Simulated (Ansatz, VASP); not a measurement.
# MgAl2C2 (MgAl2C2 (P-3m1)): VASP beside Ansatz, part 2 of 2

Aim: how closely do two programs agree when they are given the same cell, functional and k mesh?

VASP 6.6.1 and Ansatz 0.2.0.

So far. Step 2 (Ansatz: single point, PBEsol): The run ends at a pressure of -0.02 GPa, with forces up to 0.022 eV/Å.

## Step 3: VASP: single point, PBEsol

Level of this step: PBEsol; plane waves and PAW (Mg, Al, C) (VASP).

The same cell, functional, mesh and smearing now go to VASP, with its own data sets and cutoff.

Lines of VASP's logs that name or quote its potential files are left out, and so is its time.

INCAR

```
SYSTEM = MgAl2C2
PREC = Normal
ENCUT = 400
EDIFF = 1E-05
NELM = 120
ISMEAR = 0
SIGMA = 0.05
LREAL = Auto
ALGO = Fast
GGA = PS
LORBIT = 11
LWAVE = .FALSE.
LCHARG = .FALSE.
```

POSCAR

```
MgAl2C2
1.0
   10.1295331515      0.0000000000      0.0000000000
   -5.0647665759      8.7724329060      0.0000000000
    0.0000000000      0.0000000000     11.5386279424
Mg Al C
18 36 36
Direct
    0.0000000000      0.0000000000      0.0000000000
    0.0000000000      0.0000000000      0.5000000000
    0.0000000000      0.3333333333      0.0000000000
    0.0000000000      0.3333333333      0.5000000000
    0.0000000000      0.6666666667      0.0000000000
    0.0000000000      0.6666666667      0.5000000000
    0.3333333333      0.0000000000      0.0000000000
    0.3333333333      0.0000000000      0.5000000000
    0.3333333333      0.3333333333      0.0000000000
    0.3333333333      0.3333333333      0.5000000000
    0.3333333333      0.6666666667      0.0000000000
    0.3333333333      0.6666666667      0.5000000000
    0.6666666667      0.0000000000      0.0000000000
    0.6666666667      0.0000000000      0.5000000000
    0.6666666667      0.3333333333      0.0000000000
    0.6666666667      0.3333333333      0.5000000000
    0.6666666667      0.6666666667      0.0000000000
    0.6666666667      0.6666666667      0.5000000000
    0.2222222233      0.1111111100      0.1751338581
    0.2222222233      0.1111111100      0.6751338580
    0.2222222233      0.4444444433      0.1751338581
    0.2222222233      0.4444444433      0.6751338580
    0.2222222233      0.7777777767      0.1751338581
    0.2222222233      0.7777777767      0.6751338580
    0.5555555567      0.1111111100      0.1751338581
    0.5555555567      0.1111111100      0.6751338580
    0.5555555567      0.4444444433      0.1751338581
    0.5555555567      0.4444444433      0.6751338580
    0.5555555567      0.7777777767      0.1751338581
    0.5555555567      0.7777777767      0.6751338580
    0.8888888900      0.1111111100      0.1751338581
    0.8888888900      0.1111111100      0.6751338580
    0.8888888900      0.4444444433      0.1751338581
    0.8888888900      0.4444444433      0.6751338580
    0.8888888900      0.7777777767      0.1751338581
    0.8888888900      0.7777777767      0.6751338580
    0.1111111100      0.2222222233      0.3248661420
    0.1111111100      0.2222222233      0.8248661420
    0.1111111100      0.5555555567      0.3248661420
    0.1111111100      0.5555555567      0.8248661420
    0.1111111100      0.8888888900      0.3248661420
    0.1111111100      0.8888888900      0.8248661420
    0.4444444433      0.2222222233      0.3248661420
    0.4444444433      0.2222222233      0.8248661420
    0.4444444433      0.5555555567      0.3248661420
    0.4444444433      0.5555555567      0.8248661420
    0.4444444433      0.8888888900      0.3248661420
    0.4444444433      0.8888888900      0.8248661420
    0.7777777767      0.2222222233      0.3248661420
    0.7777777767      0.2222222233      0.8248661420
    0.7777777767      0.5555555567      0.3248661420
    0.7777777767      0.5555555567      0.8248661420
    0.7777777767      0.8888888900      0.3248661420
    0.7777777767      0.8888888900      0.8248661420
    0.1111111100      0.2222222233      0.1347923198
    0.1111111100      0.2222222233      0.6347923199
    0.1111111100      0.5555555567      0.1347923198
    0.1111111100      0.5555555567      0.6347923199
    0.1111111100      0.8888888900      0.1347923198
    0.1111111100      0.8888888900      0.6347923199
    0.4444444433      0.2222222233      0.1347923198
    0.4444444433      0.2222222233      0.6347923199
    0.4444444433      0.5555555567      0.1347923198
    0.4444444433      0.5555555567      0.6347923199
    0.4444444433      0.8888888900      0.1347923198
    0.4444444433      0.8888888900      0.6347923199
    0.7777777767      0.2222222233      0.1347923198
    0.7777777767      0.2222222233      0.6347923199
    0.7777777767      0.5555555567      0.1347923198
    0.7777777767      0.5555555567      0.6347923199
    0.7777777767      0.8888888900      0.1347923198
    0.7777777767      0.8888888900      0.6347923199
    0.2222222233      0.1111111100      0.3652076802
    0.2222222233      0.1111111100      0.8652076802
    0.2222222233      0.4444444433      0.3652076802
    0.2222222233      0.4444444433      0.8652076802
    0.2222222233      0.7777777767      0.3652076802
    0.2222222233      0.7777777767      0.8652076802
    0.5555555567      0.1111111100      0.3652076802
    0.5555555567      0.1111111100      0.8652076802
    0.5555555567      0.4444444433      0.3652076802
    0.5555555567      0.4444444433      0.8652076802
    0.5555555567      0.7777777767      0.3652076802
    0.5555555567      0.7777777767      0.8652076802
    0.8888888900      0.1111111100      0.3652076802
    0.8888888900      0.1111111100      0.8652076802
    0.8888888900      0.4444444433      0.3652076802
    0.8888888900      0.4444444433      0.8652076802
    0.8888888900      0.7777777767      0.3652076802
    0.8888888900      0.7777777767      0.8652076802
```

KPOINTS

```
Automatic mesh
0
Gamma
2 2 1
0 0 0
```

Potentials, in the order of the species: Mg, Al and C (PBE family, release 64).

On the command line:

```bash
export OMP_NUM_THREADS=8
mpirun -np 1 vasp_std
```

Numbers of over 12 decimals in the logs are rounded to 6 here.

What it wrote:

```text
[banner, memory and clock lines left out]
running    1 mpi-ranks, on    1 nodes
[...]
Offloading initialized ...    1 GPUs detected
[...]
|                                                                             |
|               ----> ADVICE to this user running VASP <----                  |
|                                                                             |
|     You enforced a specific xc type in the INCAR file but a different       |
|     [... a line on the potential file left out ...]
|     I HOPE YOU KNOW WHAT YOU ARE DOING!                                     |
|                                                                             |

 LDA part: xc-table for (Slater+PW92), standard interpolation
 POSCAR, INCAR and KPOINTS ok, starting setup
[...]
entering main loop
       N       E                     dE             d eps       ncg     rms          rms(c)
DAV:   1     0.694730519292E+03    0.69473E+03   -0.10219E+05   776   0.106E+03
DAV:   2    -0.496899120910E+03   -0.11916E+04   -0.11273E+04   932   0.200E+02
DAV:   3    -0.603108806615E+03   -0.10621E+03   -0.10517E+03   904   0.582E+01
DAV:   4    -0.606445294843E+03   -0.33365E+01   -0.33241E+01   928   0.109E+01
[...]
RMM:  15    -0.533240655879E+03   -0.34169E-04   -0.28344E-04   950   0.382E-02    0.258E-02
RMM:  16    -0.533240653307E+03    0.25723E-05   -0.39817E-04   920   0.313E-02    0.119E-02
RMM:  17    -0.533240653276E+03    0.30741E-07   -0.39168E-05   740   0.143E-02
   1 F= -.53324065E+03 E0= -.53324065E+03  d E =-.152589E-15
```

Parts of OUTCAR (step 3):

```text
  FREE ENERGIE OF THE ION-ELECTRON SYSTEM (eV)
  ---------------------------------------------------
  free  energy   TOTEN  =      -533.2406532759 eV

  energy  without entropy=     -533.2406532759  energy(sigma->0) =     -533.24065328
```

The run ends at a pressure of -0.81 GPa, with forces up to 0.021 eV/Å.

## Step 4: Differences

Known differences besides the potentials themselves: the data sets hold 432 valence electrons in Ansatz (default PAW (the set named soft_2) files) and 288 in VASP; the cutoff is 420 eV in Ansatz and 400 eV in VASP (PREC = Normal, projectors in real space); Ansatz makes its cores anew for this functional, VASP keeps those of its PBE data sets; VASP leaves aspherical gradient terms in its spheres out (LASPH is not set), Ansatz keeps them. Total energies have different zeros and are not compared.

Both answers:

| quantity | Ansatz | VASP | difference |
| --- | --- | --- | --- |
| pressure (GPa) | -0.02 | -0.81 | +0.79 |
| pressure without Ansatz's Pulay correction (GPa) | -0.23 | -0.81 | +0.57 |
| gap on the k mesh (eV) | 1.857 | 1.858 | -0.001 |

At this near-relaxed geometry the largest component of a force difference is 15 meV/Å. A gap on the mesh is an upper bound, since the band edges may lie between its points. Ansatz's pressure holds a Pulay correction of 0.21 GPa; VASP's holds none.

## Step 5: Results

| Quantity | Value |
| --- | --- |
| difference in gap on the k mesh (single point, PBEsol) | -0.0010 eV |
| difference in pressure (single point, PBEsol) | 0.79 GPa |

What this shows: The difference in pressure is 0.79 GPa (single point, PBEsol), within the 1 GPa picked in this series as the mark of a large difference. How closely two codes agree says nothing of how well the functional describes the real material.

[Lines on the potential files, build, host, timing and source positions are cut from VASP's logs without a mark.]

[Logs are printed without paths, hosts, clocks, repeated set-up lines and the standing remarks that a program may print on its own settings, such as how far it seeks lower states.]

[Hosts, paths, dates, database ids (printed as entryN), source tags and the programs' standing remarks are cut or masked in the printed files.]
